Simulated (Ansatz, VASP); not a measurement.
# SiO2 (Stishovite): VASP beside Ansatz

Wanted: the spread between two codes on one cell, functional and k mesh. The cell is taken from a series of runs on this material, whose earlier steps may have relaxed, scaled, displaced or heated it; both programs get it as it stands.

Calculated with Ansatz 0.2.0; plane waves, with VASP 6.6.1 beside it; zone-centre phonons at r2SCAN.

### 1. The starting structure

The structure is tetragonal, space group P4_2/mnm (No. 136). Conventional cell: a = 4.185 Å, b = 4.185 Å, c = 2.668 Å, α = 90.00°, β = 90.00°, γ = 90.00°. Nearest to Si lie 6 O at 1.76 to 1.81 Å. Nearest to O lie 3 Si at 1.76 to 1.81 Å. Farther neighbours and most contacts between anions are not listed.

### 2. VASP: zone-centre phonons, r2SCAN

Second derivatives magnify differences that forces hide, and they need a tight electronic threshold.

Lines of VASP's logs that name or quote its potential files are left out, and so is its time.

Input file INCAR:

```
SYSTEM = SiO2
PREC = Accurate
ENCUT = 660
EDIFF = 1E-08
NELM = 120
ISMEAR = 0
SIGMA = 0.01
LREAL = .FALSE.
ALGO = Normal
METAGGA = R2SCAN
LASPH = .TRUE.
NBANDS = 22
LORBIT = 11
LWAVE = .FALSE.
LCHARG = .FALSE.
ISIF = 2
IBRION = 6
NFREE = 2
POTIM = 0.015
NSW = 1
GGA_COMPAT = .FALSE.
EFERMI = MIDGAP
LMIXTAU = .TRUE.
KPAR = 2
```

Input file POSCAR:

```
SiO2
1.0
    4.1847561559      0.0000000000      0.0000000000
    0.0000000000      4.1847561559      0.0000000000
    0.0000000000      0.0000000000      2.6684398644
Si O
2 4
Direct
    0.0000000000      0.0000000000      0.0000000000
    0.5000000000      0.5000000000      0.5000000000
    0.3061027495      0.3061027495      0.0000000000
    0.1938972505      0.8061027495      0.5000000000
    0.6938972505      0.6938972505      0.0000000000
    0.8061027495      0.1938972505      0.5000000000
```

Input file KPOINTS:

```
Automatic mesh
0
Gamma
6 6 8
0 0 0
```

PAW data sets: Si and O (PBE family, release 64).

Command:

```console
$ mpirun -np 2 vasp_std
```

Numbers of over 12 decimals in the logs are rounded to 6 here.

The program printed:

```text
[banner, memory and clock lines left out]
running    2 mpi-ranks, on    1 nodes
 distrk:  each k-point on    1 cores,    2 groups
 distr:  one band on    1 cores,    1 groups

 POSCAR found type information on POSCAR SiO
 POSCAR found :  2 types and       6 ions
|                                                                             |
|               ----> ADVICE to this user running VASP <----                  |
|                                                                             |
|     You enforced a specific xc type in the INCAR file but a different       |
|     [... a line on the potential file left out ...]
|     I HOPE YOU KNOW WHAT YOU ARE DOING!                                     |
|                                                                             |

 LDA part: xc-table for (None), standard interpolation
 POSCAR, INCAR and KPOINTS ok, starting setup
 FFT: planning ... GRIDC
 FFT: planning ... GRID_SOFT
 FFT: planning ... GRID
 WAVECAR not read
 entering main loop
       N       E                     dE             d eps       ncg     rms          rms(c)
DAV:   1     0.165845405140E+03    0.16585E+03   -0.21222E+04  2216   0.175E+03
DAV:   2    -0.645377291951E+02   -0.23038E+03   -0.22205E+03  2904   0.349E+02
DAV:   3    -0.728358896687E+02   -0.82982E+01   -0.82735E+01  2794   0.654E+01
DAV:   4    -0.728917474536E+02   -0.55858E-01   -0.55835E-01  2752   0.619E+00
DAV:   5    -0.728922087920E+02   -0.46134E-03   -0.46131E-03  2734   0.555E-01    0.179E+01
DAV:   6    -0.598831651349E+02    0.13009E+02   -0.94139E+00  2632   0.198E+01    0.985E+00
DAV:   7    -0.585221158419E+02    0.13610E+01   -0.21363E+00  2338   0.135E+01    0.336E+00
DAV:   8    -0.616359425094E+02   -0.31138E+01   -0.10968E+00  2380   0.891E+00    0.191E+00
DAV:   9    -0.584695413392E+02    0.31664E+01   -0.84136E-01  2302   0.683E+00    0.670E-01
DAV:  10    -0.586731873187E+02   -0.20365E+00   -0.52052E-02  2674   0.235E+00    0.455E-01
DAV:  11    -0.587730982074E+02   -0.99911E-01   -0.22441E-02  2524   0.131E+00    0.175E-01
DAV:  12    -0.588151718314E+02   -0.42074E-01   -0.17530E-02  2320   0.157E+00    0.138E-01
DAV:  13    -0.588140988002E+02    0.10730E-02   -0.11904E-03  2584   0.343E-01    0.630E-02
DAV:  14    -0.588147610135E+02   -0.66221E-03   -0.77739E-04  2578   0.229E-01    0.280E-02
DAV:  15    -0.588148306969E+02   -0.69683E-04   -0.95912E-05  2602   0.108E-01    0.124E-02
DAV:  16    -0.588148663108E+02   -0.35614E-04   -0.20426E-05  2488   0.588E-02    0.947E-03
DAV:  17    -0.588148652971E+02    0.10137E-05   -0.34749E-06  2566   0.188E-02    0.461E-03
DAV:  18    -0.588148672489E+02   -0.19518E-05   -0.71160E-07  2512   0.101E-02    0.174E-03
DAV:  19    -0.588148671991E+02    0.49837E-07   -0.14209E-07  2740   0.319E-03    0.273E-04
DAV:  20    -0.588148672179E+02   -0.18855E-07   -0.11413E-08  1616   0.109E-03    0.236E-04
DAV:  21    -0.588148672377E+02   -0.19720E-07   -0.84150E-09  1610   0.954E-04    0.101E-04
DAV:  22    -0.588148672394E+02   -0.17553E-08   -0.19791E-09  1394   0.495E-04
   1 F= -.58814867E+02 E0= -.58814867E+02  d E =0.000000E+00
[... from here on, the cycles between the ionic steps are left out ...]
   2 F= -.58811248E+02 E0= -.58811248E+02  d E =0.000000E+00
   3 F= -.58811248E+02 E0= -.58811248E+02  d E =0.000000E+00
   4 F= -.58812170E+02 E0= -.58812170E+02  d E =0.000000E+00
   5 F= -.58812170E+02 E0= -.58812170E+02  d E =0.000000E+00
   6 F= -.58812022E+02 E0= -.58812022E+02  d E =0.000000E+00
   7 F= -.58812474E+02 E0= -.58812474E+02  d E =0.000000E+00
   8 F= -.58812545E+02 E0= -.58812545E+02  d E =0.000000E+00
 Finite differences progress:
  Degree of freedom:   4/  4
  Displacement:        1/  2
  Total:               7/  8
 bond charge predicted
       N       E                     dE             d eps       ncg     rms          rms(c)
DAV:   1    -0.588143923788E+02   -0.18472E-02   -0.38998E+00  3976   0.151E+01    0.467E-01
DAV:   2    -0.588148991310E+02   -0.50675E-03   -0.48432E-02  4912   0.178E+00    0.198E-01
DAV:   3    -0.588134832674E+02    0.14159E-02   -0.18807E-03  4726   0.557E-01    0.752E-02
DAV:   4    -0.588128632593E+02    0.62001E-03   -0.13400E-03  4354   0.375E-01    0.324E-02
DAV:   5    -0.588126418138E+02    0.22145E-03   -0.90221E-04  4072   0.399E-01    0.174E-02
DAV:   6    -0.588125471253E+02    0.94688E-04   -0.35118E-04  4108   0.222E-01    0.925E-03
DAV:   7    -0.588125451587E+02    0.19665E-05   -0.20539E-05  4912   0.477E-02    0.169E-03
DAV:   8    -0.588125449874E+02    0.17132E-06   -0.27457E-06  4558   0.174E-02    0.113E-03
DAV:   9    -0.588125451418E+02   -0.15440E-06   -0.29437E-07  4582   0.633E-03    0.654E-04
DAV:  10    -0.588125451705E+02   -0.28659E-07   -0.67983E-08  4606   0.315E-03    0.262E-04
DAV:  11    -0.588125451664E+02    0.40982E-08   -0.23319E-08  3992   0.204E-03
   9 F= -.58812545E+02 E0= -.58812545E+02  d E =0.000000E+00
 Finite differences progress:
  Degree of freedom:   4/  4
  Displacement:        2/  2
  Total:               8/  8
```

OUTCAR, selected parts (step 2):

```text
ion  position               nearest neighbor table
   1  0.000  0.000  0.000-   4 1.76   6 1.76   4 1.76   6 1.76   5 1.81   3 1.81
   2  0.500  0.500  0.500-   3 1.76   5 1.76   3 1.76   5 1.76   4 1.81   6 1.81
   3  0.306  0.306  0.000-   2 1.76   2 1.76   1 1.81
   4  0.194  0.806  0.500-   1 1.76   1 1.76   2 1.81
   5  0.694  0.694  0.000-   2 1.76   2 1.76   1 1.81
   6  0.806  0.194  0.500-   1 1.76   1 1.76   2 1.81

  LATTYP: Found a simple tetragonal cell.
 ALAT       =     4.1847561559
 C/A-ratio  =     0.6376571932

 Subroutine GETGRP returns: Found 16 space group operations
 (whereof  8 operations were pure point group operations)

The static configuration has the point symmetry D_2h.
 The point group associated with its full space group is D_4h.

 Found     50 irreducible k-points:

   k-points           NKPTS =     50   k-points in BZ     NKDIM =     50   number of bands    NBANDS=     22

   dimension x,y,z NGX =    36 NGY =   36 NGZ =   24
   dimension x,y,z NGXF=    72 NGYF=   72 NGZF=   48

   ENCUT  =  660.0 eV  48.51 Ry    6.96 a.u.   8.77  8.77  5.59*2*pi/ulx,y,z

   NELECT =      32.0000    total number of electrons

 k-points in reciprocal lattice and weights: Automatic mesh
   0.00000000  0.00000000  0.00000000       0.003
   0.16666667  0.00000000  0.00000000       0.014
   0.33333333  0.00000000  0.00000000       0.014
   0.50000000  0.00000000  0.00000000       0.007
   0.16666667  0.16666667  0.00000000       0.014
   0.33333333  0.16666667  0.00000000       0.028
   0.50000000  0.16666667  0.00000000       0.014
   0.33333333  0.33333333  0.00000000       0.014
   0.50000000  0.33333333  0.00000000       0.014
[...]
0.50000000  0.33333333  0.50000000       0.014
   0.50000000  0.50000000  0.50000000       0.003

 average (electrostatic) potential at core
       1 -84.3591       2 -84.3586       3 -70.5563       4 -70.5565       5 -70.5566
       6 -70.5565

 E-fermi :  11.0464

 k-point     1 :       0.0000    0.0000    0.0000
  band No.  band energies     occupation
    ...
     12       4.6094      2.00000
     13       5.2680      2.00000
     14       6.9046      2.00000
     15       6.9050      2.00000
     16       7.7877      2.00000
     17      14.3051      0.00000
     18      15.4319      0.00000
     19      17.2656      0.00000
     20      17.2670      0.00000
     21      19.8419      0.00000
    ...

 k-point     2 :       0.1667    0.0000    0.0000
  band No.  band energies     occupation
    ...
     12       4.6739      2.00000
     13       5.3031      2.00000
     14       6.3134      2.00000
     15       6.8536      2.00000
     16       7.5723      2.00000
     17      14.7498      0.00000
     18      15.6812      0.00000
     19      17.3120      0.00000
     20      17.3522      0.00000
     21      20.3126      0.00000
    ...

 k-point     3 :       0.3333    0.0000    0.0000
  band No.  band energies     occupation
    ...
     12       4.8473      2.00000
     13       4.9927      2.00000
     14       5.2510      2.00000
[...]
1.28097      1.28097     -0.01500        -0.020120     -0.020120      0.309357
      0.81141      3.37334      1.33422         0.014617     -0.014666     -0.066391
      2.90379      2.90379      0.00000         0.014695      0.014695      0.003624
      3.37334      0.81141      1.33422        -0.014666      0.014617     -0.066391
 -----------------------------------------------------------------------------------
    total drift:                               -0.000059     -0.000059     -0.000435

  FREE ENERGIE OF THE ION-ELECTRON SYSTEM (eV)
  ---------------------------------------------------
  free  energy   TOTEN  =       -58.8125451664 eV

  energy  without entropy=      -58.8125451664  energy(sigma->0) =      -58.81254517

 Eigenvectors and eigenvalues of the dynamical matrix
 ----------------------------------------------------

   1 f  =   28.737223 THz   180.561300 2PiTHz  958.570592 cm-1   118.847553 meV
             X         Y         Z           dx          dy          dz
      0.000000  0.000000  0.000000    -0.000000    0.000000    0.000000
      2.092378  2.092378  1.334220    -0.000000   -0.000000    0.000000
      1.280965  1.280965  0.000000     0.353553    0.353553    0.000000
      0.811413  3.373343  1.334220     0.353553   -0.353553   -0.000000
      2.903791  2.903791  0.000000    -0.353553   -0.353553   -0.000000
      3.373343  0.811413  1.334220    -0.353553    0.353553    0.000000

   2 f  =   24.940614 THz   156.706498 2PiTHz  831.929327 cm-1   103.146044 meV
             X         Y         Z           dx          dy          dz
      0.000000  0.000000  0.000000    -0.291149   -0.008580    0.000000
      2.092378  2.092378  1.334220     0.486302    0.389610    0.000000
      1.280965  1.280965  0.000000    -0.361992   -0.278505    0.000000
      0.811413  3.373343  1.334220     0.232708    0.026084   -0.000000
      2.903791  2.903791  0.000000    -0.361992   -0.278505   -0.000000
      3.373343  0.811413  1.334220     0.232708    0.026084   -0.000000

   3 f  =   24.940614 THz   156.706498 2PiTHz  831.929327 cm-1   103.146044 meV
             X         Y         Z           dx          dy          dz
      0.000000  0.000000  0.000000     0.389610   -0.486302    0.000000
      2.092378  2.092378  1.334220    -0.008580    0.291149   -0.000000
      1.280965  1.280965  0.000000     0.026084   -0.232708    0.000000
      0.811413  3.373343  1.334220    -0.278505    0.361992   -0.000000
      2.903791  2.903791  0.000000     0.026084   -0.232708    0.000000
      3.373343  0.811413  1.334220    -0.278505    0.361992   -0.000000

   4 f  =   22.865039 THz   143.665276 2PiTHz  762.695596 cm-1    94.562160 meV
             X         Y         Z           dx          dy          dz
      0.000000  0.000000  0.000000     0.000000   -0.000000   -0.299115
      2.092378  2.092378  1.334220     0.000000    0.000000    0.299115
      1.280965  1.280965  0.000000     0.000000    0.000000   -0.453062
      0.811413  3.373343  1.334220    -0.000000    0.000000    0.453062
      2.903791  2.903791  0.000000    -0.000000   -0.000000   -0.453062
      3.373343  0.811413  1.334220     0.000000   -0.000000    0.453062

   5 f  =   22.688793 THz   142.557890 2PiTHz  756.816665 cm-1    93.833265 meV
             X         Y         Z           dx          dy          dz
      0.000000  0.000000  0.000000    -0.000000    0.000000   -0.000000
      2.092378  2.092378  1.334220     0.000000   -0.000000    0.000000
      1.280965  1.280965  0.000000    -0.353553   -0.353553   -0.000000
      0.811413  3.373343  1.334220     0.353553   -0.353553    0.000000
      2.903791  2.903791  0.000000     0.353553    0.353553   -0.000000
      3.373343  0.811413  1.334220    -0.353553    0.353553    0.000000

   6 f  =   19.822978 THz   124.551441 2PiTHz  661.223358 cm-1    81.981211 meV
             X         Y         Z           dx          dy          dz
      0.000000  0.000000  0.000000    -0.000000   -0.000000   -0.516184
      2.092378  2.092378  1.334220     0.000000    0.000000   -0.516184
      1.280965  1.280965  0.000000     0.000000   -0.000000    0.341727
      0.811413  3.373343  1.334220     0.000000    0.000000    0.341727
      2.903791  2.903791  0.000000    -0.000000    0.000000    0.341727
      3.373343  0.811413  1.334220    -0.000000   -0.000000    0.341727

   7 f  =   18.381019 THz   115.491352 2PiTHz  613.124813 cm-1    76.017754 meV
             X         Y         Z           dx          dy          dz
      0.000000  0.000000  0.000000    -0.000000    0.000000   -0.000000
      2.092378  2.092378  1.334220    -0.000000   -0.000000   -0.000000
      1.280965  1.280965  0.000000    -0.353553    0.353553   -0.000000
      0.811413  3.373343  1.334220    -0.353553   -0.353553   -0.000000
      2.903791  2.903791  0.000000     0.353553   -0.353553    0.000000
      3.373343  0.811413  1.334220     0.353553    0.353553    0.000000

   8 f  =   17.649502 THz   110.895093 2PiTHz  588.724024 cm-1    72.992443 meV
             X         Y         Z           dx          dy          dz
      0.000000  0.000000  0.000000    -0.000000   -0.000000    0.000000
      2.092378  2.092378  1.334220     0.000000    0.000000    0.000000
      1.280965  1.280965  0.000000    -0.000000    0.000000    0.031914
      0.811413  3.373343  1.334220    -0.000000   -0.000000    0.706386
      2.903791  2.903791  0.000000     0.000000   -0.000000   -0.031914
      3.373343  0.811413  1.334220     0.000000    0.000000   -0.706386

   9 f  =   17.649502 THz   110.895093 2PiTHz  588.724024 cm-1    72.992443 meV
             X         Y         Z           dx          dy          dz
      0.000000  0.000000  0.000000    -0.000000   -0.000000    0.000000
      2.092378  2.092378  1.334220     0.000000   -0.000000    0.000000
      1.280965  1.280965  0.000000     0.000000   -0.000000   -0.706386
      0.811413  3.373343  1.334220    -0.000000    0.000000    0.031914
      2.903791  2.903791  0.000000     0.000000    0.000000    0.706386
      3.373343  0.811413  1.334220    -0.000000   -0.000000   -0.031914

  10 f  =   17.322931 THz   108.843187 2PiTHz  577.830789 cm-1    71.641855 meV
             X         Y         Z           dx          dy          dz
      0.000000  0.000000  0.000000     0.357628   -0.365779   -0.000000
      2.092378  2.092378  1.334220    -0.376215    0.383972    0.000000
      1.280965  1.280965  0.000000    -0.228200    0.233411   -0.000000
      0.811413  3.373343  1.334220     0.240527   -0.245476    0.000000
      2.903791  2.903791  0.000000    -0.228200    0.233411    0.000000
      3.373343  0.811413  1.334220     0.240527   -0.245476   -0.000000

  11 f  =   17.322931 THz   108.843187 2PiTHz  577.830789 cm-1    71.641855 meV
             X         Y         Z           dx          dy          dz
      0.000000  0.000000  0.000000     0.383972    0.376215   -0.000000
      2.092378  2.092378  1.334220    -0.365779   -0.357628   -0.000000
      1.280965  1.280965  0.000000    -0.245476   -0.240527   -0.000000
      0.811413  3.373343  1.334220     0.233411    0.228200    0.000000
      2.903791  2.903791  0.000000    -0.245476   -0.240527    0.000000
      3.373343  0.811413  1.334220     0.233411    0.228200   -0.000000

  12 f  =   14.058927 THz    88.334843 2PiTHz  468.955325 cm-1    58.143024 meV
             X         Y         Z           dx          dy          dz
      0.000000  0.000000  0.000000     0.270767    0.495758   -0.000000
      2.092378  2.092378  1.334220    -0.091722    0.425293    0.000000
      1.280965  1.280965  0.000000     0.099315   -0.274527   -0.000000
      0.811413  3.373343  1.334220    -0.218038   -0.336217   -0.000000
      2.903791  2.903791  0.000000     0.099315   -0.274527    0.000000
      3.373343  0.811413  1.334220    -0.218038   -0.336217   -0.000000

  13 f  =   14.058927 THz    88.334843 2PiTHz  468.955325 cm-1    58.143024 meV
             X         Y         Z           dx          dy          dz
      0.000000  0.000000  0.000000     0.425293    0.091722    0.000000
      2.092378  2.092378  1.334220     0.495758   -0.270767   -0.000000
      1.280965  1.280965  0.000000    -0.336217    0.218038   -0.000000
      0.811413  3.373343  1.334220    -0.274527   -0.099315   -0.000000
      2.903791  2.903791  0.000000    -0.336217    0.218038    0.000000
      3.373343  0.811413  1.334220    -0.274527   -0.099315    0.000000
    [... 42 further lines ...]
      0.811413  3.373343  1.334220     0.356801   -0.075858    0.000000
      2.903791  2.903791  0.000000     0.356774   -0.075732    0.000000
      3.373343  0.811413  1.334220     0.356801   -0.075858    0.000000

 ELASTIC MODULI CONTR FROM IONIC RELAXATION (kBar)
 Direction    XX          YY          ZZ          XY          YZ          ZX
 --------------------------------------------------------------------------------
 XX       -1017.0879    133.8419    -11.5659     -0.0000     -0.0000      0.0000
 YY         133.8419  -1017.0879    -11.5659      0.0000      0.0000     -0.0000
 ZZ         -11.5659    -11.5659     -0.3029      0.0000     -0.0000     -0.0000
 XY          -0.0000      0.0000     -0.0000    -26.1476     -0.0000     -0.0000
 YZ          -0.0000      0.0000     -0.0000     -0.0000    -47.8556     -0.0000
 ZX           0.0000     -0.0000     -0.0000     -0.0000     -0.0000    -47.8558
 --------------------------------------------------------------------------------

 total charge
# of ion       s       p       d       tot
------------------------------------------
    1        0.571   0.864   0.000   1.435
    2        0.571   0.864   0.000   1.435
    3        1.552   3.725   0.000   5.277
    4        1.552   3.725   0.000   5.277
    5        1.552   3.725   0.000   5.277
    6        1.552   3.725   0.000   5.277
--------------------------------------------------
tot          7.351  16.627   0.000  23.979
```

Levels, forces or a CONTCAR printed for this step are those of its last displaced cell, not of the structure at rest.

(Part 1 of 2 ends here.)

[Lines on the potential files, build, host, timing and source positions are cut from VASP's logs without a mark.]

[Logs are printed without paths, hosts, clocks, repeated set-up lines and the standing remarks that a program may print on its own settings, such as how far it seeks lower states.]

[Hosts, paths, dates, database ids (printed as entryN), source tags and the programs' standing remarks are cut or masked in the printed files.]
